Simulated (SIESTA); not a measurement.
The system is YN.

```
CELL_PARAMETERS angstrom
0.00000 2.43850 2.43850
2.43850 0.00000 2.43850
2.43850 2.43850 0.00000
ATOMIC_POSITIONS crystal
Y 0.00000 0.00000 0.00000
N 0.50000 0.50000 0.50000
```

Base run:

- Program: SIESTA 5.4.2
- Functional: PBEsol
- Potentials or basis: PseudoDojo 0.4 standard (PBEsol files)
- Basis: DZP (energy shift 0.003 Ry; two zetas on semicore shells)
- Grid cutoff: 800 Ry
- Energy shift: 0.003 Ry
- k mesh: 9 × 9 × 9
- Occupations: fermi-dirac, width 0.05 eV
- Spin: no spin polarisation

Its results: band gap on the k mesh none (metal or under the smearing width); pressure -0.4 GPa.

Q: The run is repeated on the same cell with these changes: functional from PBEsol to PBE; potentials or basis from PseudoDojo 0.4 standard (PBEsol files) to PseudoDojo 0.4 standard (PBE files). What comes out?

A: Band gap on the k mesh 0.12 eV, indirect (least direct gap 0.55 eV); pressure 4.6 GPa.

Caveats: the basis of atomic orbitals isn't converged, which shifts pressures, moduli and gaps.

A k mesh can miss the band edges.
